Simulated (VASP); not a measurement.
Runs of VASP 6.6.1 on Mg. It takes space group P6_3/mmc (No. 194, hexagonal). Conventional cell: a = 3.209 Å, b = 3.209 Å, c = 5.210 Å, α = 90.00°, β = 90.00°, γ = 120.00°. Mg (site symmetry -6m2) has 12 Mg at 3.20 to 3.21 Å as nearest neighbours. 

```tsv
task	level	potentials or basis	cell	k mesh	cutoff (eV)	smearing	grid for exact exchange (PRECFOCK)	exchange at q = 0	mesh quality	gap on the mesh (eV)	pressure (GPa)	relaxed volume (Å³/atom)
relaxation of cell and atoms	RPBE	VASP PAW PBE potentials, release 64 (Mg)	relaxed	10 × 10 × 5	600	fermi-dirac 0.05 eV	-	-	not flagged	none	0.0	(a)
band structure	HSEsol	VASP PAW PBE potentials, release 64 (Mg)	as given	5 × 5 × 3	520	fermi-dirac 0.05 eV	Normal	-	coarse	-	-1.1	-
band structure	PBE0	VASP PAW PBE potentials, release 64 (Mg)	as given	5 × 5 × 3	520	fermi-dirac 0.05 eV	Normal	default	coarse	none	-0.8	-
single point	PBE	VASP PAW PBE potentials, release 64 (Mg)	as given	10 × 10 × 5	520	gaussian 0.026 eV	-	-	not flagged	none	-0.6	-
single point	PBE	VASP PAW PBE potentials, release 64 (Mg)	as given	10 × 10 × 5	520	gaussian 0.028 eV	-	-	not flagged	none	-0.6	-
relaxation of cell and atoms	PBEsol+D3	VASP PAW PBE potentials, release 64 (Mg)	relaxed	10 × 10 × 5	600	fermi-dirac 0.05 eV	-	-	not flagged	none	0.0	21.93
band structure	rSCAN	VASP PAW PBE potentials, release 64 (Mg)	as given	10 × 10 × 5	520	fermi-dirac 0.05 eV	-	-	not flagged	-	(c)	-
density of states	r2SCAN+D4	VASP PAW PBE potentials, release 64 (Mg_sv_GW)	as given	10 × 10 × 5	600	tetrahedron	-	-	not flagged	none	0.5	-
relaxation of cell and atoms	PBEsol	VASP PAW PBE potentials, release 64 (Mg)	relaxed	10 × 10 × 5	600	fermi-dirac 0.05 eV	-	-	not flagged	none	0.0	22.55
relaxation of cell and atoms	HF	VASP PAW PBE potentials, release 64 (Mg)	relaxed	5 × 5 × 3	600	fermi-dirac 0.05 eV	Normal	truncated	coarse	none	0.0	23.84
band structure	r2SCAN	VASP PAW PBE potentials, release 64 (Mg)	as given	10 × 10 × 5	520	fermi-dirac 0.05 eV	-	-	not flagged	-	-1.3	-
relaxation of cell and atoms	RPBE+D3	VASP PAW PBE potentials, release 64 (Mg)	relaxed	10 × 10 × 5	600	fermi-dirac 0.05 eV	-	-	not flagged	none	0.0	(b)
```

Alike in all rows: no spin polarisation.

Task: Fill in the values left out.

Result: (a) 23.65; (b) 23.41; (c) -1.2.

Caveats: some runs use coarse meshes; the PAW data sets were made with another functional, which shifts forces and pressure a little (some runs); pairwise dispersion overbinds metals, which lowers pressure and volume (some runs); an unscreened hybrid on a path of extra k points without a Coulomb cutoff has errors near the mesh points, so the bands along the path aren't reliable (some runs).

A k mesh can miss the band edges.

A gap of «none» marks a metal or a gap under the smearing width.

Not every run made on this cell is shown here.
